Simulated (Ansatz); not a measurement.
# AlNi (Pm-3m) in Ansatz: a series of runs

The runs below take AlNi through phonons, elastic constants, with LDA, PBEsol.

Everything below comes from runs of Ansatz 0.2.0. Logs are shortened: lines on timing, memory, paths and dates and some standing lists are left out, and cuts for length are marked.

## 1. The structure

Symmetry: Pm-3m, No. 221, cubic system. Conventional cell: a = 2.881 Å, b = 2.881 Å, c = 2.881 Å, α = 90.00°, β = 90.00°, γ = 90.00°. Ni (site symmetry m-3m) is surrounded by 8 Al at 2.50 Å. Around Al (site symmetry m-3m) lie 8 Ni at 2.50 Å.

## 2. Phonons, LDA, collinear spin, ferromagnetic start

Contents of input.yaml:

```yaml
crystal:
  lattice:
    - [2.881, 0.0, 0.0]
    - [0.0, 2.881, 0.0]
    - [0.0, 0.0, 2.881]
  atoms:
    - { symbol: Ni, position: [0.5, 0.5, 0.5], spin: 1.0 }
    - { symbol: Al, position: [0.0, 0.0, 0.0] }
kpoints:
  mp_grid: { grid: [7, 7, 7] }
scf:
  occupations: { method: fermi_dirac, width: 0.05 }
hamiltonian:
  xc: lda
  pseudopotentials: { kind: all_electron, lapw: { basis_error: 0.001 } }
magnetization:
  spin_polarized: true
output: {}
phonons:
  method: fd
  supercell: [1, 1, 1]
```

Potentials or basis: all-electron LAPW, scalar-relativistic.

Run with:

```sh
$ ansatz run input.yaml --threads 2 --pin off --max-ram 6144MiB --backend cpu --events-out ev --progress --plain --runs-dir out
```

What it wrote:

```text
Warning: RAYON_NUM_THREADS=2 ignored (pool sized by the plan → 2); use --threads N
LAPW: plane waves up to 8.516 Å⁻¹, error target 1.0e-3 eV per atom; small_component_spin mean_spin; Al in spheres of 1.113 Å, 11 of its electrons in bands, Dirac shells []; Ni in spheres of 1.308 Å, 18 of its electrons in bands, Dirac shells [] (how accurate: hamiltonian.pseudopotentials.lapw.basis_error, Limitations)
Engine: ansatz 0.2.0, aarch64-unknown-linux-gnu
Pseudopotentials: kind: all_electron
Pseudopotential: Ni, LAPW, valence charge 18, lapw/all_electron/scalar/gaussian/Ni, Koelling and Harmon's equation, gaussian nucleus
Pseudopotential: Al, LAPW, valence charge 11, lapw/all_electron/scalar/gaussian/Al, Koelling and Harmon's equation, gaussian nucleus
Functional definition: SPW92
  exchange = slater_x
  correlation = pw_c
Crystal: 2 atoms, lattice volume = 23.913 Å³
Basis set: ecut = 276.3094988641759 eV, 251 PW (Γ), exchange–correlation at level 2
Bands: 19, of which v1, the nominal top of the filled ones, is band 15 counted from 1 (14 counted from 0)
Symmetry: 48 space group operations
Space group: Pm-3m (ITA 221), of the structure as read, at distance tolerance 2.9e-5 Å
Magnetic group: BNS 221.92 (UNI 1594), of the structure as read, at distance tolerance 2.9e-5 Å
k-points: 20 of 343
Non-local potential: Ni, projectors of the file, none
Non-local potential: Al, projectors of the file, none
Initial density: superposition of atomic densities (chi_scale 0.1, normalization cell)
Starting moments: Σ|m| = 1 μB on 1 of 2 sites
Initial wavefunctions: plane waves of lowest kinetic energy (no species holds an atomic orbital)
Functional: x = slater, c = lda
SCF 1 converged in 11 iterations: F = -47900.981130 eV  dr2 = 1.91e-13
Initial density: read from a saved state, or passed on in memory by an earlier SCF of this step, an earlier step, the calling program or the single point that the run made first
Stability of the state it starts from, as read at its close in the collinear treatment: not read negative (Ritz values of 1 − χ₀K, real part plus size of imaginary part, from 0.70 to 0.81, by its mixing steps under the symmetry group of the SCF that read it); its run was given moments
iter 1 solved again at ethr=6.51e-9 eV; its pass at ethr=1.00e-1 eV (dr2=1.89e-6 eV) is discarded
SCF iter   1: F=—  HF=-47900.981130 eV  |F-HF|=—  |Δ(HF+E_count)|=         —  Δρ=2.23e-8 (↑2.23e-8 ↓2.23e-8)  dr2=2.98e-13  dr2_m=0.00e0  M=0.000 μB ∫|m|=0.000 μB  β_m=0.30  ethr=6.51e-9  ⟨swp⟩=6.0  Hψ=3746  notcnv=0
eigensolver tolerance schedule: the retry pair's looser diagonalisation over-reported the residual by 6339289.31 of it (diagonalisation noise at 0.70 of the residual, at the tolerance the schedule requests for it); recorded, not acted on — ethr = c·dr2/N_el stays at c = 1.0e-1
preconditioner: auto → none  [metal: Δε(μ)=0.105 eV  Ē_g=9.658 eV  σ=0.050 eV  W_gap=0.47  n_scr=6 (ndim 8)  ℏωp=27.4 eV  f_vac=0.000  D(μ)=0.81/eV (n_scr^D=6)]
SCF iter   2: F=-47900.981130 eV  HF=-47900.981130 eV  |F-HF|=0.00e0  |Δ(HF+E_count)|=   2.18e-9  Δρ=1.87e-8 (↑1.87e-8 ↓1.87e-8)  dr2=4.84e-13  dr2_m=0.00e0  M=0.000 μB ∫|m|=0.000 μB  ethr=1.51e-12 (applied; sched 1.00e-12)  ⟨swp⟩=4.0  Hψ=1383  notcnv=0
SCF 2 converged in 2 iterations: F = -47900.981130 eV  dr2 = 4.84e-13
Symmetry: 8 space group operations
k-points: 40 of 343 (time reversal used)
Initial density: handed on by an earlier stage of this run
Initial wavefunctions: plane waves of lowest kinetic energy (no species holds an atomic orbital; no wavefunctions were taken with the density)
iter 1 solved again at ethr=7.04e-7 eV; its pass at ethr=1.00e-1 eV (dr2=2.04e-4 eV) is discarded
SCF iter   1: F=—  HF=-47900.980956 eV  |F-HF|=—  |Δ(HF+E_count)|=         —  Δρ=3.47e-4 (↑3.47e-4 ↓3.47e-4)  dr2=2.02e-4  dr2_m=0.00e0  M=0.000 μB ∫|m|=0.000 μB  β_m=0.30  ethr=7.04e-7  ⟨swp⟩=4.6  Hψ=6585  notcnv=0
SCF iter   2: F=—  HF=-47900.980889 eV  |F-HF|=—  |Δ(HF+E_count)|=   6.73e-5  Δρ=1.67e-4 (↑1.67e-4 ↓1.67e-4)  dr2=4.44e-5  dr2_m=0.00e0  M=0.000 μB ∫|m|=0.000 μB  β_m=0.43  ethr=6.96e-7  ⟨swp⟩=2.0  Hψ=2030  notcnv=0
iter 3 solved again at ethr=5.04e-10 eV; its pass at ethr=1.53e-7 eV (dr2=1.46e-7 eV) is discarded
SCF iter   3: F=—  HF=-47900.980872 eV  |F-HF|=—  |Δ(HF+E_count)|=   1.70e-5  Δρ=2.09e-5 (↑2.09e-5 ↓2.09e-5)  dr2=1.45e-7  dr2_m=0.00e0  M=0.000 μB ∫|m|=0.000 μB  β_m=0.57  ethr=5.04e-10  ⟨swp⟩=2.9  Hψ=3691  notcnv=0
SCF iter   4: F=—  HF=-47900.980873 eV  |F-HF|=—  |Δ(HF+E_count)|=   4.91e-7  Δρ=1.72e-5 (↑1.72e-5 ↓1.72e-5)  dr2=3.07e-7  dr2_m=0.00e0  M=0.000 μB ∫|m|=0.000 μB  β_m=0.39  ethr=5.00e-10  ⟨swp⟩=2.9  Hψ=2110  notcnv=0  recentre
SCF iter   5: F=—  HF=-47900.980872 eV  |F-HF|=—  |Δ(HF+E_count)|=   3.83e-7  Δρ=3.85e-6 (↑3.85e-6 ↓3.85e-6)  dr2=3.90e-9  dr2_m=0.00e0  M=0.000 μB ∫|m|=0.000 μB  β_m=0.59  ethr=5.00e-10  ⟨swp⟩=2.2  Hψ=2038  notcnv=0
SCF iter   6: F=-47900.980872 eV  HF=-47900.980872 eV  |F-HF|=5.97e-10  |Δ(HF+E_count)|=   5.89e-9  Δρ=1.11e-6 (↑1.11e-6 ↓1.11e-6)  dr2=3.40e-10  dr2_m=0.00e0  M=0.000 μB ∫|m|=0.000 μB  ethr=1.35e-11  ⟨swp⟩=2.0  Hψ=2032  notcnv=0
SCF 3 converged in 6 iterations: F = -47900.980872 eV  dr2 = 3.40e-10
iter 1 solved again at ethr=1.05e-6 eV; its pass at ethr=1.00e-1 eV (dr2=3.04e-4 eV) is discarded
SCF iter   1: F=—  HF=-47900.981000 eV  |F-HF|=—  |Δ(HF+E_count)|=         —  Δρ=4.13e-4 (↑4.13e-4 ↓4.13e-4)  dr2=3.02e-4  dr2_m=0.00e0  M=0.000 μB ∫|m|=0.000 μB  β_m=0.30  ethr=1.05e-6  ⟨swp⟩=4.5  Hψ=6508  notcnv=0
SCF iter   2: F=—  HF=-47900.980900 eV  |F-HF|=—  |Δ(HF+E_count)|=   1.01e-4  Δρ=1.96e-4 (↑1.96e-4 ↓1.96e-4)  dr2=6.72e-5  dr2_m=0.00e0  M=0.000 μB ∫|m|=0.000 μB  β_m=0.43  ethr=1.04e-6  ⟨swp⟩=2.0  Hψ=2030  notcnv=0
iter 3 solved again at ethr=7.52e-10 eV; its pass at ethr=2.32e-7 eV (dr2=2.18e-7 eV) is discarded
SCF iter   3: F=—  HF=-47900.980872 eV  |F-HF|=—  |Δ(HF+E_count)|=   2.72e-5  Δρ=1.74e-5 (↑1.74e-5 ↓1.74e-5)  dr2=2.17e-7  dr2_m=0.00e0  M=0.000 μB ∫|m|=0.000 μB  β_m=0.53  ethr=7.52e-10  ⟨swp⟩=2.8  Hψ=3684  notcnv=0
SCF iter   4: F=—  HF=-47900.980873 eV  |F-HF|=—  |Δ(HF+E_count)|=   4.72e-7  Δρ=2.04e-5 (↑2.04e-5 ↓2.04e-5)  dr2=4.95e-7  dr2_m=0.00e0  M=0.000 μB ∫|m|=0.000 μB  β_m=0.37  ethr=7.47e-10  ⟨swp⟩=3.0  Hψ=2138  notcnv=0  recentre
SCF iter   5: F=—  HF=-47900.980872 eV  |F-HF|=—  |Δ(HF+E_count)|=   6.58e-7  Δρ=6.81e-6 (↑6.81e-6 ↓6.81e-6)  dr2=3.14e-8  dr2_m=0.00e0  M=0.000 μB ∫|m|=0.000 μB  β_m=0.56  ethr=7.47e-10  ⟨swp⟩=2.5  Hψ=2054  notcnv=0
SCF iter   6: F=—  HF=-47900.980872 eV  |F-HF|=—  |Δ(HF+E_count)|=   2.24e-8  Δρ=1.38e-6 (↑1.38e-6 ↓1.38e-6)  dr2=1.08e-9  dr2_m=0.00e0  M=0.000 μB ∫|m|=0.000 μB  β_m=0.64  ethr=1.08e-10  ⟨swp⟩=2.0  Hψ=2030  notcnv=0
SCF iter   7: F=-47900.980872 eV  HF=-47900.980872 eV  |F-HF|=2.18e-11  |Δ(HF+E_count)|=  4.87e-10  Δρ=1.58e-7 (↑1.58e-7 ↓1.58e-7)  dr2=1.05e-11  dr2_m=0.00e0  M=0.000 μB ∫|m|=0.000 μB  ethr=3.71e-12  ⟨swp⟩=2.1  Hψ=2033  notcnv=0
SCF 4 converged in 7 iterations: F = -47900.980872 eV  dr2 = 1.05e-11
SCF converged after 2 iterations
Magnetization: 0.0000 μB (14.5000 up, 14.5000 down)
Absolute magnetization: 0.0000 μB (∫|ρ↑−ρ↓|)
Spin contamination: 0.0000 ħ² per cell (⟨S²⟩ above its minimum at these occupations)
Per-site moments (μB) at R_I (Å): [(0.0, 1.3076312663420517), (0.0, 1.1125373102485043)]
Free energy (F): -47900.981130 eV
Harris-Foulkes:  -47900.981130 eV  (|F-HF|=0.00e0)
Internal energy: -47900.975014 eV  (E = F + TS)
E sigma→0 (E₀):  -47900.978072 eV
Entropy (-TS):   -0.006116 eV (-3.058 meV/atom)
Fermi energy:    15.169455 eV
--- Per-component energies (eV) ---
  E_band       = -780.146480
  E_kinetic    = 48547.582556
  E_xc         = -2147.131392
  E_electrostatic = -94301.426178  (all electrons and nuclei)
  E_smearing   = -0.006116  (= −TS)
  E_closure    = 0.000000  (closes the sum)
  E_atoms      = -47887.135896  (free atoms, spherical and without spin; not in F)
  Σ components = -47900.981130   (vs F -47900.981130, Δ=0.00e0)
  Basis errors (estimates in eV, not in F): energy 2.7e-4 per atom: plane waves 2.6e-4 (1.4e-4 summed), levels above the bands 3.1e-53, relativity 3.4e-9, radial functions 8.1e-6, core shells 2.4e-11; eigenvalues (radial functions only) 8.2e-7; not estimated: angular momenta, meshes, grids; target (lapw.basis_error) 1.0e-3; muffin-tin radii Al 1.113 Å, Ni 1.308 Å
--- Forces (eV/Å), atoms counted from 1 ---
  atom   1  Ni     0.00000000    -0.00000000    -0.00000000
  atom   2  Al    -0.00000000     0.00000000     0.00000000
  max |Σ_I F_I| component: 2.27e-30 eV/Å
--- Band table (eV; the first three rows and the last of 40) ---
  k-point 0 ↑: bands = ["-87.4487", "-87.0681", "-49.2655", "-49.2655", "-49.2655", "-48.2799", "-48.2799", "-48.2799", "3.8867", "11.7767", "11.7767", "13.4766", "13.4766", "13.4766", "20.4410", "20.4410", "20.4410", "23.2361", "23.2361"]
  k-point 1 ↑: bands = ["-87.4483", "-87.0681", "-49.2673", "-49.2650", "-49.2650", "-48.2847", "-48.2799", "-48.2799", "4.2615", "11.7264", "11.8610", "13.3228", "13.3228", "13.4934", "17.9180", "20.9278", "20.9278", "23.2540", "25.2906"]
  k-point 2 ↑: bands = ["-87.4473", "-87.0680", "-49.2713", "-49.2638", "-49.2638", "-48.2956", "-48.2800", "-48.2800", "5.3626", "11.1296", "12.0580", "13.0136", "13.0136", "13.5315", "15.3337", "22.2450", "22.2450", "23.3015", "26.9797"]
  k-point 19 ↓: bands = ["-87.4436", "-87.0664", "-49.2731", "-49.2727", "-49.2727", "-48.3001", "-48.3001", "-48.2997", "10.6324", "11.0264", "11.0264", "13.8168", "13.8168", "15.2431", "16.9680", "16.9680", "18.5516", "20.1514", "20.1514"]
--- Phonons: 2 displaced members + reference (amplitude 0.01 Å, Σ member SCF iterations 13) ---
  symmetry images taken by strict's conditions (phonons.symmetry_images: auto; settled by no image being taken that strict refuses)
  ASR residual: 1.135e-3 → 0.000e0 eV/Å²; symmetrization residual: 3.199e-4 eV/Å²
  largest component of a force at the reference: 3.4e-30 eV/Å
  ASR residual per site (eV/Å²): 2.93e-4 1.13e-3
  Γ frequencies (cm⁻¹): 0.00 0.00 0.00 275.33 275.33 275.33
  density of states and harmonic sums: on the 21×21×21 q-mesh, interpolated from the force constants of a 1×1×1 supercell (no non-analytic term)
  largest difference from the sums on the solved wave vectors: F 4.61e-1 eV, S 7.19e-4 and C_V 2.58e-4 eV/K
  zero-point energy: 0.069816 eV/cell   skipped modes (ω ≤ 0): 3   left out of the sums: 5.40e-5 of the cell's modes: C_V's classical limit lies that fraction below 3 k_B per atom; for a crystal, a wire or a layer, F and S can be off by more, and a phonons.interpolated_qmesh denser along its periods is the remedy for the sampling
```

Run time: 17 s. Hardware: 2 threads of Arm Neoverse V2, shared host; peak memory 0.39 GiB.

Results:

* Free energy: -47900.9811 eV
* Band gap on the k mesh: none (metal or under the smearing width)
* Net moment: 0.00 μB per cell
* Absolute moment: 0.00 μB per cell
* Highest phonon frequency at Γ: 275 cm⁻¹

Levels at points of the mesh, in eV from the Fermi level:
Spin up:
```tsv
k point	band 12	band 13	band 14	band 15	band 16	band 17
(0.00, 0.00, 0.00)	-1.69	-1.69	-1.69	5.27	5.27	5.27
```
Spin down:
```csv
k point,band 12,band 13,band 14,band 15,band 16,band 17
"(0.00, 0.00, 0.00)",-1.69,-1.69,-1.69,5.27,5.27,5.27
```

Phonon frequencies in cm⁻¹ (negative: imaginary):
```csv
q point,frequencies
"(0.000, 0.000, 0.000)",0 0 0 275 275 275
```

Caveat: the k mesh is thin for a metal, which can move the energy by tens of meV per atom; a metal's response needs a denser mesh; the program listed the state as in doubt.

## 3. Elastic constants, PBEsol, collinear spin, ferromagnetic start

Changes to input.yaml since step 2:

```diff
@@ -13,3 +13,3 @@
 hamiltonian:
-  xc: lda
+  xc: pbesol
   pseudopotentials: { kind: all_electron, lapw: { basis_error: 0.001 } }
@@ -17,5 +17,7 @@
   spin_polarized: true
-output: {}
-phonons:
-  method: fd
-  supercell: [1, 1, 1]
+output:
+  forces: true
+  stress: true
+elastic:
+  mode: relaxed_ion
+  stencil: two_point
```

Potentials or basis: all-electron LAPW, scalar-relativistic.

Run with:

```sh
$ ansatz run input.yaml --threads 2 --pin off --max-ram 6144MiB --backend cpu --events-out ev --progress --plain --runs-dir out
```

It took 22 s on 2 threads of Arm Neoverse V2, shared host; peak memory 0.46 GiB.

The run converged. Its results:

```yaml
Free_energy: -47944.0572 eV
Pressure: -3.3 GPa
Band_gap_on_the_k_mesh: none (metal or under the smearing width)
Net_moment: 0.00 μB per cell
Absolute_moment: 0.00 μB per cell
Elastic_constants_C11_C12_C44: 227, 123, 100 GPa
Voigt_bulk_modulus: 158 GPa
```

Levels at points of the mesh, in eV from the Fermi level:
Spin up:
| k point | band 12 | band 13 | band 14 | band 15 | band 16 | band 17 |
| --- | --- | --- | --- | --- | --- | --- |
| (0.00, 0.00, 0.00) | -1.66 | -1.66 | -1.66 | 5.30 | 5.30 | 5.30 |
Spin down:
```csv
k point,band 11,band 12,band 13,band 14,band 15,band 16,band 17,band 18
"(0.00, 0.00, 0.00)",-3.38,-1.66,-1.66,-1.66,5.30,5.30,5.30,8.00
```

Elastic tensor in Voigt notation (GPa, in the Cartesian axes of the cell as first typed):
```
227 123 123   0   0   0
123 227 123   0   0   0
123 123 227   0   0   0
  0   0   0 100   0   0
  0   0   0   0 100   0
  0   0   0   0   0 100
```

Caveat: the k mesh is thin for a metal, which can move the energy by tens of meV per atom; a metal's response needs a denser mesh; the cell is more than 3 GPa from zero pressure, which shifts response properties; the program listed the state as in doubt; elastic constants of metals need much finer meshes, so these are rough.
